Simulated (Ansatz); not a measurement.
Rows from a G0W0 calculation on GaP (F-43m) (Ansatz 0.2.0; G0W0 on PBE, plane waves, PAW; 10×10×10 mesh, 168 empty bands, screening to 150 eV, hard PAW files), in eV. Spin-orbit coupling is left out.

```csv
row,Σx,Σc,Vxc,Z
A,-6.95,-3.71,-10.60,0.79
B,-7.50,-4.35,-12.02,0.77
C,-7.98,-3.84,-11.90,0.79
D,-15.96,2.11,-13.17,0.74
E,-17.03,1.06,-15.40,0.77
F,-10.99,-4.03,-15.26,0.78
```

Q: Which rows are filled states and which are empty ones, and how can one tell?

Filled: D and E. Empty: A, B, C and F. The sign of Σc tells: for a filled state bare exchange, which holds its interaction with itself, lies below Vxc (Σx − Vxc is -1.6 eV or lower here) and screening gives part back as a positive Σc. For an empty state Σx lies above Vxc (+3.6 eV or more) and the Coulomb hole leaves Σc negative.

[Paths, hosts, dates, memory and timing lines, banners, echoed tables and standing remarks are left out of the program output.]

[Logs are printed without paths, hosts, clocks, repeated set-up lines and the standing remarks that a program may print on its own settings, such as how far it seeks lower states.]

[Runs of the session that timed out or met a known fault of the program may be left out.]

[Cells called generated may have been cut or substituted from an entry of the Crystallography Open Database or the Materials Project.]

[Hosts, paths, dates, database ids (printed as entryN), source tags and the programs' standing remarks are cut or masked in the printed files.]
